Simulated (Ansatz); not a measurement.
Runs of Ansatz 0.2.0 on I. Symmetry: Fmmm, No. 69, orthorhombic system. The conventional cell has a = 4.384 Å, b = 4.731 Å, c = 7.820 Å, α = 90.00°, β = 90.00°, γ = 90.00°. I (site symmetry mmm) has 4 I at 3.23 Å as nearest neighbours. 

```csv
task,level,potentials or basis,spin,cell,k mesh,cutoff (eV),smearing,gap on the mesh (eV),pressure (GPa)
single point,PBE,"all-electron LAPW, scalar-relativistic",off,as given,9 × 9 × 9,161,gaussian 0.019 eV,none,0.5
relaxation of cell and atoms,LDA,"all-electron LAPW, scalar-relativistic",off,relaxed,9 × 9 × 9,-,fermi-dirac 0.05 eV,-,0.0
single point,PBE,"all-electron LAPW, scalar-relativistic",off,as given,9 × 9 × 9,161,gaussian 0.012 eV,none,0.5
band structure,LDA,"all-electron LAPW, scalar-relativistic",off,as given,9 × 9 × 9,161,fermi-dirac 0.05 eV,-,-2.3
band structure,PBEsol,"all-electron LAPW, relativistic spinors","SOC, no magnetisation",as given,7 × 7 × 7,161,fermi-dirac 0.05 eV,-,(a)
```

Alike in all rows: basis error allowed 0.001 eV/atom.

**Question.** Fill in the values left out.

**Answer.** (a) -0.8.

Caveats: an odd number of electrons without spin polarisation forces a metal (some runs); a magnetic or distorted state may lie lower (some runs); spin-orbit coupling is left out, which moves the levels of the heavy elements (some runs); the k mesh is thin for a metal, which can move the energy by tens of meV per atom (some runs).

A k mesh can miss the band edges, and rows without SOC leave out spin-orbit coupling on I.

A gap of «none» marks a metal or a gap under the smearing width.
